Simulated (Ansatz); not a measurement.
Data:

ZrO₂ (fluorite, Fm-3m), a = 5.0640 Å, b = 5.0640 Å, c = 5.0640 Å, α = 90.00°, β = 90.00°, γ = 90.00°; the cell used has 3 atoms.

This is the PBEsol-relaxed structure.

### Question
All from PBEsol (plane waves, PAW; program Ansatz), unless another level is named. Estimate the gap with spin–orbit coupling.

### Answer
3.33 eV.

### Question
Give the smallest direct gap on the standard path.

### Answer
3.76 eV.

### Question
Next, the electron effective mass, band 1 of 2 at the edge?

### Answer
2.0 along [100], 1.1 along [110], 0.75 along [111] (mₑ).

### Question
And the conduction-band minimum?

### Answer
at Γ.

### Question
And the weight of the conduction-edge state by species (Voronoi cells)?

### Answer
Zr 74 %, O 26 %.

This is a known high-temperature phase of the composition, computed here at zero pressure and temperature. Symmetry was held in the PBEsol relaxation; its stability against distortions is not shown here. No spin polarisation was allowed. Scalar-relativistic: spin–orbit coupling is off unless named, which matters more the heavier the elements.

Potentials: the later of the program's two PAW sets.
